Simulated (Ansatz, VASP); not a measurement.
Ti: VASP beside Ansatz

```xyz
2
Lattice="2.8639 0.0000 0.0000 -1.4319 2.4802 0.0000 0.0000 0.0000 4.5350" Properties=species:S:1:pos:R:3 pbc="T T T"
Ti    0.0000    1.6535    1.1337
Ti    1.4319    0.8267    3.4012
```

Alike in both runs: functional LDA; k mesh 18 × 18 × 10; occupations gaussian, width 0.1 eV; no spin polarisation.

Ansatz relaxed the structure, and its values are those at the end. VASP's run is a single point on that final structure, the one shown.

```csv
,VASP,Ansatz
version,VASP 6.6.1,Ansatz 0.2.0
potentials or method,"VASP PAW LDA potentials, release 64 (Ti_sv)","scalar-relativistic, plane waves, PAW"
plane-wave cutoff (eV),520,420
valence electrons in the cell,24,24
```

```tsv
	VASP	Ansatz	Ansatz less VASP
gap on the k mesh at the Fermi level (eV)	none	none	-
pressure (GPa)	-0.4	0.0	+0.39
```

A gap of «none» marks a metal or a gap that the smearing closes. Ansatz warned: «pseudo_functional_mismatch».
